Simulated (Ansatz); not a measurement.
Write the native input for Ansatz 0.2.0 that does the following.

```yaml
Task: relaxation of cell and atoms
Functional: PBEsol
Potentials_or_basis: Ansatz PAW
Cutoff: "420 eV (not typed: the program's choice for these potentials)"
k_mesh: 9 × 9 × 9
Occupations: fermi-dirac, width 0.05 eV
Spin: no spin polarisation
Target_pressure_GPa: 0
```

Crystal: Sn.

```
CELL_PARAMETERS angstrom
-2.94014 2.94014 1.59930
2.94014 -2.94014 1.59930
2.94014 2.94014 -1.59930
ATOMIC_POSITIONS crystal
Sn 0.00000 0.00000 0.00000
Sn 0.75000 0.25000 0.50000
```

The input as run:

input.yaml

```yaml
crystal:
  lattice:
    - [-2.9401404553, 2.9401404553, 1.5993019889]
    - [2.9401404553, -2.9401404553, 1.5993019889]
    - [2.9401404553, 2.9401404553, -1.5993019889]
  atoms:
    - { symbol: Sn, position: [0.0, 0.0, 0.0] }
    - { symbol: Sn, position: [0.75, 0.25, 0.5] }
hamiltonian:
  xc: pbesol
  pseudopotentials: { kind: paw }
kpoints:
  mp_grid: { grid: [9, 9, 9] }
scf:
  occupations: { method: fermi_dirac, width: 0.05 }
output:
  forces: true
  stress: true
  eigenvalues: true
  write_density: true
  write_potential: true
  elf: true
  volumetric_format: npy
relax:
  f_tol: 0.01
  max_steps: 40
  cell: { stress_tol: 0.05 }
```

Potentials or basis: Ansatz PAW.

The run is started by

```console
$ ansatz run input.yaml --threads 2 --pin off --max-ram 5632MiB --backend cpu --events-out ev --progress --plain --runs-dir out
```

It gave:

```json
{"Relaxed volume": "26.89 Å³/atom", "Relaxed cell": "a = 4.419 Å, b = 4.419 Å, c = 4.419 Å, α = 97.33°, β = 97.33°, γ = 138.15°", "Space group after relaxing (to 0.05 Å)": "I4_1/amd (No. 141)", "Energy gained by relaxing": "3.7 meV/atom", "Ionic steps": "5", "Pressure after relaxing": "0.0 GPa", "Band gap on the k mesh": "none (metal or under the smearing width)"}
```

Caveat: the plane-wave basis is chosen anew once the cell has moved, so the energies of steps on either side of that aren't comparable; the PAW data sets come from PBE, with cores solved anew for the run's functional, which leaves a small shift of forces and pressure.

Wall time 8.9 s on 2 threads of Intel(R) Xeon(R) 6975P-C (Granite Rapids), on a shared host, peak memory 0.4 GiB.
